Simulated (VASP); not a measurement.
# H17ClO8 in VASP: a series of runs, part 2 of 2

VASP 6.6.1.

**3. Single point, PBE+D3(BJ)**

File INCAR:

```
ALGO = Normal
EDIFF = 1E-6
ENCUT = 520
GGA = PE
ISIF = 2
ISMEAR = -1
IVDW = 12
LASPH = True
LCHARG = False
LREAL = Auto
LWAVE = False
NBANDS = 55
NELM = 60
PREC = Accurate
SIGMA = 0.05
```

File KPOINTS:

```
k-points
0
Gamma
  1 1 1
```

File POSCAR:

```
H17ClO8
1.0
    6.6267050000      0.0000000000      0.0000000000
    0.0000000000      6.6267050000      0.0000000000
    0.0000000000      0.0000000000      6.6267050000
O H Cl
8 17 1
Direct
    0.2623475770      1.0522122231      0.2198226721
    0.9400750448      0.5054699130      0.2497621367
    0.3130816899      0.9300097107      0.6948551354
    0.6255748521      0.7593366537      0.3841728280
    0.9572932551      0.2095309811      0.9523284951
    0.1691187400      0.3350383033      0.5324667387
    0.7105341191     -0.0210210052      0.7562431103
    1.0062014229      0.6768371310      0.8452918909
    0.2374935960      1.1089825185      0.3550180670
    0.1437818644      1.0983286565      0.1424689948
    0.8940038828      0.3773972132      0.1904113734
    0.8132699434      0.5636888921      0.3052799242
    0.2236556479      0.8569115420      0.7905738976
    0.2307632526      1.0393249737      0.6449208166
    0.5063602499      0.7967006227      0.4611643343
    0.5826425048      0.7555338588      0.2445710198
    1.0079820967      0.3113311970      0.8528522094
    0.8366450596      0.1710804993      0.8748540942
    0.2552550627      0.4196504899      0.6154491561
    0.0713929472      0.4276031602      0.4448666419
    0.7359917184     -0.0344515110      0.6150115329
    0.5610480623     -0.0243710864      0.7528930290
    0.9816492510      0.6258313898      0.9795064063
    0.8881186049      0.7614794985      0.8212678850
    0.3978447811      0.2422923610      0.1551902492
    0.4910887085      0.3915369705      0.0514886358
```

Potentials or basis: VASP PAW PBE potentials, release 64 (O, H, Cl).

The run is started by

```console
$ cat potpaw_PBE.64/O/POTCAR potpaw_PBE.64/H/POTCAR potpaw_PBE.64/Cl/POTCAR > POTCAR
$ mpirun -np 1 vasp_gam > vasp.out
```

OUTCAR:

```text
EDIFF = 1E-6
   ENCUT = 520
   GGA = PE
   ISIF = 2
   ISMEAR = -1
   IVDW = 12
   LASPH = True
   LREAL = Auto
   NELM = 60
   PREC = Accurate
 IVDW          = 12

 ion  position               nearest neighbor table
   1  0.262  0.052  0.220-   9 0.99  10 0.99
   2  0.940  0.505  0.250-  11 0.98  12 1.00
   3  0.313  0.930  0.695-  14 0.97  13 0.99
   4  0.626  0.759  0.384-  16 0.97  15 0.97
   5  0.957  0.210  0.952-  18 0.98  17 1.00
   6  0.169  0.335  0.532-  19 0.97  20 1.06
   7  0.711  0.979  0.756-  21 0.96  22 0.99
   8  0.006  0.677  0.845-  23 0.97  24 0.98
   9  0.237  0.109  0.355-   1 0.99
  10  0.144  0.098  0.142-   1 0.99
  11  0.894  0.377  0.190-   2 0.98
  12  0.813  0.564  0.305-   2 1.00
  13  0.224  0.857  0.791-   3 0.99
  14  0.231  0.039  0.645-   3 0.97
[... 10 lines left out ...]
  25  0.398  0.242  0.155-  26 1.35
  26  0.491  0.392  0.051-  25 1.35

  LATTYP: Found a simple cubic cell.
 ALAT       =     6.6267050000

  Lattice vectors:

 A1 = (   6.6267050000,   0.0000000000,   0.0000000000)
 A2 = (   0.0000000000,   6.6267050000,   0.0000000000)
 A3 = (   0.0000000000,   0.0000000000,   6.6267050000)

Analysis of symmetry for initial positions (statically):
=====================================================================
 Subroutine PRICEL returns:
 Original cell was already a primitive cell.

 Routine SETGRP: Setting up the symmetry group for a
 simple cubic supercell.

 Subroutine GETGRP returns: Found  1 space group operations
 (whereof  1 operations were pure point group operations)
 out of a pool of 48 trial point group operations.

The static configuration has the point symmetry C_1 .

[... 155 lines left out ...]
     AMIX     =   0.40;   BMIX     =  1.00
     AMIX_MAG =   1.60;   BMIX_MAG =  1.00
  volume/ion in A,a.u.               =      11.19        75.53
  Fermi-wavevector in a.u.,A,eV,Ry     =   1.027751  1.942168 14.371462  1.056273
  Thomas-Fermi vector in A             =   2.161712
   LORBIT       =      0    0 simple, 1 ext, 2 COOP (PROOUT), +10 PAW based schemes
   GGA     = PE    functional components
   LHFCALC =     F    Hartree Fock is set to
   AEXX    =    0.0000 exact exchange contribution
   IVDW    =    12    specifies the selected vdW correction
   LEPSILON=     F    determine dielectric tensor
   LRPA    =     F    only Hartree local field effects (RPA)
 non-spin polarized calculation
  energy-cutoff  :      520.00
  volume of cell :      291.00
 maximum number of plane-waves:      3905
 NGX is ok and might be reduce to    50
   NGX = 25   NGY = 25   NGZ = 25

 number of electron      71.9999995 magnetization

 Free energy of the ion-electron system (eV)
  ---------------------------------------------------
  ext. energy  EPLUGINS =         0.00000000
  ---------------------------------------------------
  free energy    TOTEN  =      -123.00322047 eV

  energy without entropy =     -123.00322047  energy(sigma->0) =     -123.00322047

 E-fermi :  -2.2994     XC(G=0):  -6.6676

 val. band max:       -3.5268394650   @ k =   0.0000   0.0000   0.0000
 cond. band min:       1.1465843131   @ k =   0.0000   0.0000   0.0000
 fundamental gap:      4.6734237781
 Fermi energy:        -2.2993809649

 k-point     1 :       0.0000    0.0000    0.0000
  band No.  band energies     occupation
      1     -22.7176      2.00000
      2     -22.4408      2.00000
      3     -22.3695      2.00000
      4     -22.2731      2.00000
      5     -22.0877      2.00000
      6     -21.7233      2.00000
[... 40 lines left out ...]
     47       6.5564      0.00000
     48       6.6711      0.00000
 [bands above 48 left out]

------------------------ aborting loop because EDIFF is reached ----------------------------------------

 Edisp (eV)   -0.93087

 E8    (eV) :    -0.2030

  FORCE on cell =-STRESS in cart. coord.  units (eV):
  Direction    XX          YY          ZZ          XY          YZ          ZX
  --------------------------------------------------------------------------------------
  -------------------------------------------------------------------------------------
  Total       0.70306    -0.43630     0.24906     1.39353     1.35316    -0.22387
  in kB       3.87089    -2.40218     1.37126     7.67247     7.45019    -1.23256
  external pressure =        0.95 kB  Pullay stress =        0.00 kB

 VOLUME and BASIS-vectors are now :
 -----------------------------------------------------------------------------
  energy-cutoff  :      520.00
  volume of cell :      291.00
      direct lattice vectors                 reciprocal lattice vectors
     6.626705000  0.000000000  0.000000000     0.150904560  0.000000000  0.000000000
     0.000000000  6.626705000  0.000000000     0.000000000  0.150904560  0.000000000
     0.000000000  0.000000000  6.626705000     0.000000000  0.000000000  0.150904560

 POSITION                                       TOTAL-FORCE (eV/Angst)
 -----------------------------------------------------------------------------------
      1.73850      0.34599      1.45670         0.031050      0.413449      0.274173
      6.22960      3.34960      1.65510        -0.722710      0.154378      0.587904
      2.07470      6.16290      4.60460         0.202945     -0.583970      0.283895
      4.14550      5.03190      2.54580         0.509670      0.046885      0.072156
      6.34370      1.38850      6.31080         0.593027      1.300360     -0.778135
      1.12070      2.22020      3.52850        -1.089668      0.386139     -0.690759
[... 18 lines left out ...]
      2.63640      1.60560      1.02840        -0.188245     -0.373786     -0.183252
      3.25430      2.59460      0.34120         0.079396      0.306481     -0.155039
 -----------------------------------------------------------------------------------
    total drift:                                0.006483      0.008889      0.005116

  FREE ENERGIE OF THE ION-ELECTRON SYSTEM (eV)
  ---------------------------------------------------
  free  energy   TOTEN  =      -123.9340924829 eV

  energy  without entropy=     -123.9340924829  energy(sigma->0) =     -123.93409248
```

stdout:

```text
POSCAR found type information on POSCAR O H Cl
 POSCAR found :  3 types and      26 ions
 scaLAPACK will be used
 LDA part: xc-table for (Slater+PW92), standard interpolation
 POSCAR, INCAR and KPOINTS ok, starting setup
 FFT: planning ... GRIDC
 FFT: planning ... GRID_SOFT
 FFT: planning ... GRID
 WAVECAR not read
 entering main loop
```

Wall time 44 s (1 thread of Intel Xeon Platinum 8488C (Sapphire Rapids), shared host); peak memory 0.33 GiB.

What came out:

| Item | Value |
| --- | --- |
| Free energy | -123.9341 eV |
| Pressure | 0.1 GPa |
| Largest force | 1.790 eV/Å |
| Band gap on the k mesh | 4.67 eV, direct |
| Dispersion energy per atom | -0.036 eV |

Forces in eV/Å, atoms in the order of the input:
```
O    0.031  0.413  0.274
O   -0.723  0.154  0.588
O    0.203 -0.584  0.284
O    0.510  0.047  0.072
O    0.593  1.300 -0.778
O   -1.090  0.386 -0.691
O   -0.421  0.014  0.563
O    0.331  0.144 -0.540
H   -0.018  0.152 -0.099
H   -0.108 -0.194 -0.367
H    0.212 -0.080 -0.506
H    0.450  0.071  0.090
H    0.018 -0.197 -0.297
H   -0.239  0.650 -0.001
H   -0.442 -0.114  0.118
H   -0.361  0.152 -0.212
H    0.252 -0.439  0.855
H   -0.390 -0.966  0.324
H   -0.085  0.212 -0.083
H    1.296 -0.962  0.774
H    0.593 -0.139 -1.198
H   -0.377 -0.020  0.452
H    0.173 -0.276  0.940
H   -0.300  0.341 -0.220
H   -0.188 -0.374 -0.183
Cl   0.079  0.306 -0.155
```

Levels at points of the mesh, in eV from the valence-band top:
| k point | band 33 | band 34 | band 35 | band 36 | band 37 | band 38 | band 39 | band 40 |
| --- | --- | --- | --- | --- | --- | --- | --- | --- |
| (0.00, 0.00, 0.00) | -0.56 | -0.37 | -0.30 | 0.00 | 4.67 | 7.57 | 7.91 | 8.22 |

A hybrid or GW would open this gap; PBE tends to underestimate it.
